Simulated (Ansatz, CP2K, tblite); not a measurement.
# CP2K runs on generalised stacking fault on (110) of a KCl-RbCl solid solution (80 atoms)

How do the settings of CP2K change the result for generalised stacking fault on (110) of a KCl-RbCl solid solution (80 atoms)? A plane-wave run serves as the yardstick.

Calculated with CP2K 2026.2; the method is named at each step.

### 1. Starting point

The cell holds 80 atoms: 13 Rb, 40 Cl and 27 K. Cell: a = 7.339 Å, b = 10.379 Å, c = 26.094 Å, α = 90.0°, β = 86.6°, γ = 90.0°. CsCl-type KCl lattice (a = 3.6697 Å, the value set for the mixture), cell with z along [110], 2 x 2 x 5 periods; the third cell vector is tilted by 0.417 of [001] and lengthened by 0.1 Å, so the cell holds one fault; displaced by a Gaussian of 0.01 Å; 13 of 40 K sites given to Rb at random (lattice constant by Vegard's rule between KCl and RbCl). Then every atom was moved at random, 0.05 Å r.m.s. a Cartesian component. The structure's axis is c.

The yardstick, on the same geometry:

* method: Kohn-Sham DFT, PBE, PAW, plane waves (Ansatz 0.2.0); cutoff 420 eV, Γ point, fermi-dirac smearing of 0.05 eV; PAW set soft_2
* r.m.s. force component: 0.2871 eV/Å
* longest force: 1.7 eV/Å
* pressure: 6.16 GPa
* gap (highest filled to lowest empty level): 5.426 eV
* SCF cycles: 7
* time: 25 s on 4 threads of Arm Neoverse V2, shared host
* CPU time: 96 s

### 2. PBE, DZVP-UZH, 600/50 Ry, diagonalisation

Method: Kohn-Sham DFT, PBE, GTH-PBE pseudopotentials, Gaussian and plane waves, DZVP-MOLOPT (UZH set), diagonalisation.

The input, input.inp:

```
&GLOBAL
  PROJECT cell
  RUN_TYPE ENERGY_FORCE
  PRINT_LEVEL LOW
&END GLOBAL
&FORCE_EVAL
  METHOD QS
  STRESS_TENSOR ANALYTICAL
  &DFT
    BASIS_SET_FILE_NAME BASIS_MOLOPT_UZH
    POTENTIAL_FILE_NAME POTENTIAL_UZH
    &MGRID
      CUTOFF 600
      REL_CUTOFF 50
      NGRIDS 5
    &END MGRID
    &QS
      EPS_DEFAULT 1.0E-12
    &END QS
    &SCF
      SCF_GUESS ATOMIC
      EPS_SCF 1.0E-06
      MAX_SCF 200
      ADDED_MOS 52
      &DIAGONALIZATION
        ALGORITHM STANDARD
      &END DIAGONALIZATION
      &SMEAR ON
        METHOD FERMI_DIRAC
        ELECTRONIC_TEMPERATURE [K] 580
      &END SMEAR
      &MIXING
        METHOD BROYDEN_MIXING
        ALPHA 0.15
        NBROYDEN 8
      &END MIXING
      &PRINT
        &RESTART OFF
        &END RESTART
      &END PRINT
    &END SCF
    &XC
      &XC_FUNCTIONAL PBE
      &END XC_FUNCTIONAL
    &END XC
    &PRINT
      &MULLIKEN ON
      &END MULLIKEN
      &HIRSHFELD ON
        SHAPE_FUNCTION DENSITY
      &END HIRSHFELD
      &MO ON
        EIGENVALUES T
        OCCUPATION_NUMBERS T
        MO_INDEX_RANGE 309 332
        &EACH
          QS_SCF 0
        &END EACH
        ADD_LAST NUMERIC
      &END MO
    &END PRINT
  &END DFT
  &SUBSYS
    &CELL
      A 7.33940 0.00000 0.00000
      B 0.00000 10.37948 0.00000
      C 1.52902 0.00000 26.04870
    &END CELL
    &TOPOLOGY
      COORD_FILE_NAME structure.xyz
      COORD_FILE_FORMAT XYZ
    &END TOPOLOGY
    &KIND Rb
      BASIS_SET DZVP-MOLOPT-PBE-GTH-q9
      POTENTIAL GTH-PBE-q9
    &END KIND
    &KIND Cl
      BASIS_SET DZVP-MOLOPT-PBE-GTH-q7
      POTENTIAL GTH-PBE-q7
    &END KIND
    &KIND K
      BASIS_SET DZVP-MOLOPT-PBE-GTH-q9
      POTENTIAL GTH-PBE-q9
    &END KIND
  &END SUBSYS
  &PRINT
    &FORCES ON
    &END FORCES
    &STRESS_TENSOR ON
    &END STRESS_TENSOR
  &END PRINT
&END FORCE_EVAL
```

The input, structure.xyz:

```xyz
80

Rb 7.25416 10.35011 25.87313
Cl 1.79281 10.37761 2.62467
K 3.73277 0.01578 25.89527
Cl 5.50963 10.35550 2.58481
K 7.38084 5.13680 25.92940
Cl 1.83192 5.17614 2.57205
K 3.64683 5.24050 25.88277
Cl 5.48462 5.22711 2.56996
K 7.28384 2.63774 2.50198
Cl 1.76511 2.68507 5.11492
Rb 3.66517 2.53892 2.59237
Cl 5.46949 2.45257 5.17562
K 7.37048 0.05283 5.14827
Cl 1.82923 0.07255 7.78908
Rb 3.65267 10.35312 5.17015
Cl 5.42466 10.35914 7.74662
K 7.34409 7.86131 2.69187
Cl 1.93786 7.89391 5.25090
K 3.61308 7.82042 2.51266
Cl 5.46675 7.71320 5.14644
K 7.27105 5.23624 5.20740
Cl 1.78949 5.19420 7.75209
K 3.65210 5.14262 5.19541
Cl 5.57114 5.13888 7.73125
K 7.32496 2.62175 7.82998
Cl 1.78470 2.62860 10.47132
K 3.72991 2.58470 7.73516
Cl 5.48432 2.60390 10.31346
Rb 7.44016 0.07629 10.38275
Cl 1.78971 0.01671 13.03998
Rb 3.71126 10.35997 10.38822
Cl 5.57388 10.25565 13.06577
K 7.28883 7.76022 7.78960
Cl 1.74983 7.77838 10.29236
Rb 3.74181 7.82893 7.84665
Cl 5.50137 7.84346 10.48252
K 7.26538 5.13514 10.40854
Cl 1.75962 5.13286 12.99622
K 3.71708 5.14729 10.41609
Cl 5.52115 5.28098 13.03138
Rb 7.34228 2.60193 12.98528
Cl 1.82660 2.64334 15.60760
K 3.71315 2.57162 12.99127
Cl 5.57172 2.55366 15.57843
K 7.24001 0.00861 15.52424
Cl 1.91176 10.32488 18.14631
K 3.70452 0.02564 15.59379
Cl 5.48931 0.00156 18.17314
K 7.33102 7.70708 12.94725
Cl 1.81431 7.75223 15.55576
K 3.62151 7.77454 13.01914
Cl 5.48674 7.82322 15.55733
K 7.32745 5.15424 15.57843
Cl 1.88394 5.27195 18.04862
Rb 3.77413 5.16223 15.58676
Cl 5.35123 5.12777 18.07884
[... 20 atom lines left out ...]
K 7.40984 7.78025 23.40267
Cl 1.82123 7.75492 25.88668
Rb 3.76644 7.77952 23.27920
Cl 5.52202 7.78606 25.93617
```

Started as:

```sh
> OMP_NUM_THREADS=2 cp2k.psmp -i input.inp > output.txt
```

Numbers of over 12 decimals in the logs are rounded to 6 here.

What it wrote:

```text
CP2K| version string:                                       CP2K version 2026.2
 CP2K| Input file name                                                 input.inp
 GLOBAL| Basis set file name                                    BASIS_MOLOPT_UZH
 GLOBAL| Potential file name                                       POTENTIAL_UZH
 GLOBAL| Run type                                                   ENERGY_FORCE
 GLOBAL| Total number of message passing processes                             1
 GLOBAL| Number of threads for this process                                    2
 TOTAL NUMBERS AND MAXIMUM NUMBERS
  Total number of            - Atomic kinds:                                   3
                             - Atoms:                                         80
                             - Shell sets:                                    80
                             - Shells:                                       440
                             - Primitive Cartesian functions:                413
                             - Cartesian basis functions:                   1160
                             - Spherical basis functions:                   1080
  Maximum angular momentum of- Orbital basis functions:                        2
                             - Local part of the GTH pseudopotential:          2
                             - Non-local part of the GTH pseudopotential:      3
 SCF PARAMETERS         Density guess:                                    ATOMIC
                        max_scf:                                             200
                        eps_scf:                                        1.00E-06
                        added MOs                                        52    0
                        Mixing method:                            BROYDEN_MIXING
                                                charge density mixing in g-space
                        Smear method:                                FERMI_DIRAC
                        Electronic temperature [K]:                        580.0
                        Electronic temperature [a.u.]:                  1.84E-03
                        Accuracy threshold:                             1.00E-10
 Extrapolation method: initial_guess
 Number of electrons:                                                        640
 Number of occupied orbitals:                                                320
 Number of molecular orbitals:                                               372
 Number of orbital functions:                                               1080
 Number of independent orbital functions:                                   1080
 SCF WAVEFUNCTION OPTIMIZATION
  Step     Update method      Time    Convergence         Total energy    Change
     1 NoMix/Diag. 0.15E+00   10.8     0.61527098     -1684.3619794550 -1.68E+03
     2 Broy./Diag. 0.15E+00   17.6     0.03092154     -1655.1764078813  2.92E+01
     3 Broy./Diag. 0.15E+00   17.6     0.09861981     -1669.4089654352 -1.42E+01
     4 Broy./Diag. 0.15E+00   17.7     0.00495169     -1678.8180969168 -9.41E+00
[...]
21 Broy./Diag. 0.15E+00   17.8     0.00000175     -1679.9267640760 -2.28E-05
    22 Broy./Diag. 0.15E+00   17.9     0.00000060     -1679.9267423657  2.17E-05
  *** SCF run converged in    22 steps ***
  Electronic density on regular grids:       -640.0000000000        0.0000000000
  Core density on regular grids:              639.9999999995       -0.0000000005
  Total charge density on r-space grids:       -0.0000000005
  Total charge density g-space grids:          -0.0000000005
  Overlap energy of the core charge distribution:               3e-14
  Self energy of the core charge distribution:              -3589.941333
  Core Hamiltonian energy:                                    833.862696
  Hartree energy:                                            1363.060140
  Exchange-correlation energy:                               -286.908246
  Electronic entropic energy:                                  -0.000000
  Fermi energy:                                                 0.235035
  Total energy:                                             -1679.926742
  Total energy (extrapolated to T->0):                      -1679.926742
 MO| EIGENVALUES AND OCCUPATION NUMBERS
 MO|
 MO|  Index      Eigenvalue [a.u.]        Eigenvalue [eV]             Occupation
 MO|    309               0.085983               2.339703               2.000000
 MO|    310               0.086089               2.342594               2.000000
 MO|    311               0.086607               2.356707               2.000000
[...]
MO|    331               0.329004               8.952649               0.000000
 MO|    332               0.330687               8.998462               0.000000
 MO| Sum:                                                             640.000000
 MO| E(Fermi):            0.235035 a.u.          6.395629 eV
 MO| Band gap:            0.197892 a.u.          5.384917 eV
 !-----------------------------------------------------------------------------!
                     Mulliken Population Analysis
 #  Atom  Element  Kind  Atomic population                           Net charge
       1     Rb       1          8.387322                              0.612678
       2     Cl       2          7.599280                             -0.599280
       3     K        3          8.407055                              0.592945
[...]
79     Rb       1          8.324496                              0.675504
      80     Cl       2          7.586551                             -0.586551
 # Total charge                            640.000000                 -0.000000
 !-----------------------------------------------------------------------------!
 !-----------------------------------------------------------------------------!
                           Hirshfeld Charges
  #Atom  Element  Kind  Ref Charge     Population                    Net charge
      1       Rb     1       9.000          8.763                         0.237
      2       Cl     2       7.000          7.235                        -0.235
      3       K      3       9.000          8.757                         0.243
[...]
79       Rb     1       9.000          8.759                         0.241
     80       Cl     2       7.000          7.234                        -0.234
  Total Charge                                                           -0.000
 !-----------------------------------------------------------------------------!
 ENERGY| Total FORCE_EVAL ( QS ) energy [hartree]          -1679.926732
 FORCES| Atomic forces [hartree/bohr]
 FORCES|   Atom     x               y               z               |f|
 FORCES|      1  9.18709252E-03  1.13919158E-03 -1.70134082E-02   1.93689567E-02
 FORCES|      2 -4.53786502E-03 -1.16779912E-03  2.22109175E-03   5.18548187E-03
 FORCES|      3 -4.22730819E-03 -1.46790204E-03 -1.03514100E-02   1.12772585E-02
[...]
FORCES|     79 -6.02929229E-03  1.11578592E-03  6.96534656E-03   9.27973041E-03
 FORCES|     80  1.26733346E-03 -4.80494410E-03 -1.77199906E-02   1.84035781E-02
 FORCES| Sum     4.88663121E-05 -3.15347924E-05  3.11906808E-05
 FORCES| Total atomic force                                       6.59940767E-05
 STRESS| Analytical stress tensor [bar]
 STRESS|                        x                   y                   z
 STRESS|      x        7.91561857528E+04   4.30070635306E+02  -2.27629701999E+03
 STRESS|      y        4.30070635306E+02   5.19284874219E+04   1.49457834298E+02
 STRESS|      z       -2.27629701999E+03   1.49457834298E+02   6.72494762587E+04
 STRESS| 1/3 Trace                                             6.61113831445E+04
```

Elapsed: 7.3 min, on 2 threads of Arm Neoverse V2, shared host; peak memory 5.3 GiB; 14 min of CPU time.

Banners, paths, timers and routine set-up lines are dropped from the logs unmarked, and long logs keep their key lines alone; longer cuts are marked.

Numbers from this run, and their distance from the reference:

| Quantity | Value |
| --- | --- |
| r.m.s. force component | 0.309 eV/Å |
| r.m.s. difference of force components | 23.75 meV/Å |
| longest difference of force vectors | 153.9 meV/Å |
| force difference over r.m.s. force | 8.273 % |
| slope of forces against the reference's | 1.076 |
| correlation of force components | 0.9995 |
| gap (highest filled to lowest empty level) | 5.385 eV |
| gap difference | -0.0409 eV |
| pressure | 6.611 GPa |
| pressure difference | 0.4507 GPa |

Length of the force difference by element (eV/Å):

```tsv
element	atoms	mean	most
Cl	40	0.039	0.15
K	27	0.019	0.047
Rb	13	0.049	0.12
```

Levels nearest the highest filled one (eV from it): -0.23, -0.23, -0.21, -0.20, -0.19, -0.18, -0.16, -0.14, -0.13, -0.11, -0.09, 0.00, 5.38, 5.80, 5.95, 6.07, 6.15, 6.17, 6.22, 6.24, 6.26, 6.34, 6.38, 6.43.

Local excerpt of 9 atoms (numbers count through the whole input) about K53, picked at random; x, y, z are measured from there.

```tsv
atom	x	y	z	distance (Å)	bonds	Hirshfeld charge (e)	Fx	Fy	Fz (eV/Å)
K53	0.00	0.00	0.00	0.00	8	0.23	0.10	0.17	-0.03
Cl42	1.84	-2.51	0.03	3.11	8	-0.23	0.21	-0.23	-0.13
Cl54	1.90	0.12	2.47	3.12	8	-0.23	-0.20	-0.26	0.29
Cl40	-1.81	0.13	-2.55	3.13	8	-0.23	-0.13	-0.19	-0.31
Cl38	1.77	-0.02	-2.58	3.13	8	-0.24	0.34	0.24	-0.17
Cl44	-1.76	-2.60	0.00	3.14	8	-0.23	-0.37	-0.06	-0.18
Cl50	1.83	2.60	-0.02	3.18	8	-0.24	0.06	0.14	-0.25
Cl56	-1.98	-0.03	2.50	3.19	8	-0.23	0.58	0.15	0.37
Cl52	-1.84	2.67	-0.02	3.24	8	-0.24	0.04	0.00	0.01
```

Forces lie 8.3 % from the reference's, at 8.6 times its CPU time (on 2 against 4 cores).

### 3. PBEsol, PBE potentials, DZVP-UZH, 600/50 Ry, diagonalisation

Method: Kohn-Sham DFT, PBEsol, GTH-PBE pseudopotentials, Gaussian and plane waves, DZVP-MOLOPT (UZH set), diagonalisation.

Changes to input.inp since step 2:

```diff
@@ -42,3 +42,6 @@
     &XC
-      &XC_FUNCTIONAL PBE
+      &XC_FUNCTIONAL
+        &PBE
+          PARAMETRIZATION PBESOL
+        &END PBE
       &END XC_FUNCTIONAL
```

structure.xyz is that of step 2.

What it wrote:

```text
CP2K| version string:                                       CP2K version 2026.2
 CP2K| Input file name                                                 input.inp
 GLOBAL| Basis set file name                                    BASIS_MOLOPT_UZH
 GLOBAL| Potential file name                                       POTENTIAL_UZH
 GLOBAL| Run type                                                   ENERGY_FORCE
 GLOBAL| Total number of message passing processes                             1
 GLOBAL| Number of threads for this process                                    2
[... lines left out ...]
                        Smear method:                                FERMI_DIRAC
[... lines left out ...]
 Number of electrons:                                                        640
[... lines left out ...]
  Step     Update method      Time    Convergence         Total energy    Change
[... lines left out ...]
  *** SCF run converged in    21 steps ***
[... lines left out ...]
  Fermi energy:                                                 0.225893
  Total energy:                                             -1675.663155
  Total energy (extrapolated to T->0):                      -1675.663155
[... lines left out ...]
 MO| E(Fermi):            0.225893 a.u.          6.146857 eV
[... lines left out ...]
     80       Cl     2       7.000          7.220                        -0.220
  Total Charge                                                           -0.000
 !-----------------------------------------------------------------------------!
 ENERGY| Total FORCE_EVAL ( QS ) energy [hartree]          -1675.663203
 FORCES| Atomic forces [hartree/bohr]
 FORCES|   Atom     x               y               z               |f|
 FORCES|      1  8.64698646E-03  1.02259436E-03 -1.70222212E-02   1.91199395E-02
 FORCES|      2 -4.10426961E-03 -1.04810583E-03  2.73834543E-03   5.04401532E-03
 FORCES|      3 -4.00345249E-03 -1.35657205E-03 -1.00929191E-02   1.09423460E-02
[...]
FORCES|     79 -5.75080661E-03  9.75067995E-04  6.48152444E-03   8.71967277E-03
 FORCES|     80  1.25026698E-03 -4.22566232E-03 -1.74816272E-02   1.80284963E-02
 FORCES| Sum    -2.15885363E-05 -4.71043221E-05  4.60302072E-05
 FORCES| Total atomic force                                       6.93084558E-05
 STRESS| Analytical stress tensor [bar]
 STRESS|                        x                   y                   z
 STRESS|      x        6.00788650348E+04   4.21618565863E+02  -2.14133917367E+03
 STRESS|      y        4.21618565863E+02   3.14979208471E+04   1.44683127866E+02
 STRESS|      z       -2.14133917367E+03   1.44683127866E+02   4.58977518513E+04
 STRESS| 1/3 Trace                                             4.58248459110E+04
```

Run time: 7.1 min. Hardware: 2 threads; peak memory 5.3 GiB; 13 min of CPU time.

Numbers from this run, and their distance from the reference:

- r.m.s. force component: 0.2944 eV/Å
- r.m.s. difference of force components: 12.75 meV/Å
- longest difference of force vectors: 99.79 meV/Å
- force difference over r.m.s. force: 4.441 %
- slope of forces against the reference's: 1.025
- correlation of force components: 0.9993
- gap (highest filled to lowest empty level): 5.181 eV
- gap difference: -0.2447 eV
- pressure: 4.582 GPa
- pressure difference: -1.578 GPa

Against the first run (8.3 %), the force difference from the reference is 4.4 %, at 0.96 times the CPU time; another functional landing nearer a PBE reference means that errors partly cancel.

[end of part 1 of 2]

[Also dropped from logs without a mark: logging warnings of Python, and SIESTA's first energy breakdown and zero terms.]

[Logs are printed without paths, hosts, clocks, repeated set-up lines and the standing remarks that a program may print on its own settings, such as how far it seeks lower states.]

[Hosts, paths, dates, database ids (printed as entryN), source tags and the programs' standing remarks are cut or masked in the printed files.]
